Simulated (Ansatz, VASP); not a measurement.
# Ru: VASP beside Ansatz

```
CELL_PARAMETERS angstrom
0.00000 1.95271 1.95271
1.95271 0.00000 1.95271
1.95271 1.95271 0.00000
ATOMIC_POSITIONS crystal
Ru 0.00000 0.00000 0.00000
```

Change from the starting cell: equal engineering shear yz, xz and xy +0.0000, equal normal strain along x, y and z +0.0250.

Alike in both runs: task single point; functional PBE; k mesh 20 × 20 × 20; occupations gaussian, width 0.15 eV; no spin polarisation.

```csv
,VASP,Ansatz
version,VASP 6.6.1,Ansatz 0.2.0
potentials or method,"VASP PAW PBE potentials, release 64 (Ru_pv)","scalar-relativistic, plane waves, PAW"
plane-wave cutoff (eV),520,420
valence electrons in the cell,14,16
```

```csv
,VASP,Ansatz,Ansatz less VASP
gap on the k mesh at the Fermi level (eV),none,none,-
pressure (GPa),-18.9,-18.8,+0.10
```

A gap of «none» marks a metal or a gap that the smearing closes. The two sets of potentials don't hold the same shells in valence.

Caveats: so large a pressure means that the cell lies far from this level's equilibrium, or that cutoff or potentials fall short (VASP).
